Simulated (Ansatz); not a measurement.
Crystal: AlN.

```
Al N
1.0
     0.00000    2.03452    2.03452
     2.03452    0.00000    2.03452
     2.03452    2.03452    0.00000
Al N
1 1
Direct
  0.50000 0.50000 0.50000
  0.00000 0.00000 0.00000
```

Measurements of this composition are mostly on another form, of space group No. 186.

```yaml
Program: Ansatz 0.2.0
Task: relaxation of cell and atoms
Functional: revPBE
Dispersion: D3(BJ)
Potentials_or_basis: Ansatz PAW
Cutoff: "420 eV (not typed: the program's choice for these potentials)"
k_mesh: 11 × 11 × 11
Occupations: fermi-dirac, width 0.05 eV
Spin: no spin polarisation
```

At the start: volume 8.42 Å³/atom.

Where does the relaxation end?

It ends after 7 steps and the volume is 8.12 Å³/atom (-3.6 %); space group Fm-3m (No. 225, to 0.05 Å).

The path:
| step | energy change (eV) | largest force (eV/Å) | volume (Å³) |
| --- | --- | --- | --- |
| 1 | 0.0000 | 0.0000 | 16.84 |
| 2 | -0.0139 | 0.0000 | 16.55 |
| 3 | -0.0198 | 0.0000 | 16.23 |
| 4 | -0.0198 | 0.0000 | 16.24 |
| 5 | -0.0183 | 0.0000 | 16.24 |
| 6 | -0.0183 | 0.0000 | 16.23 |
| 7 | -0.0182 | 0.0000 | 16.23 |

Final structure:
```yaml
crystal:
  lattice:
    - [0.00000, 2.00962, 2.00962]
    - [2.00962, 0.00000, 2.00962]
    - [2.00962, 2.00962, 0.00000]
  atoms:
    - { symbol: Al, position: [0.50000, 0.50000, 0.50000] }
    - { symbol: N, position: [0.00000, 0.00000, 0.00000] }
```

Caveat: the plane-wave basis is chosen anew once the cell has moved, so the energies of steps on either side of that aren't comparable; the pressure holds a Pulay correction of +0.5 GPa for the finite cutoff; the PAW data sets come from PBE, with cores solved anew for the run's functional, which leaves a small shift of forces and pressure.
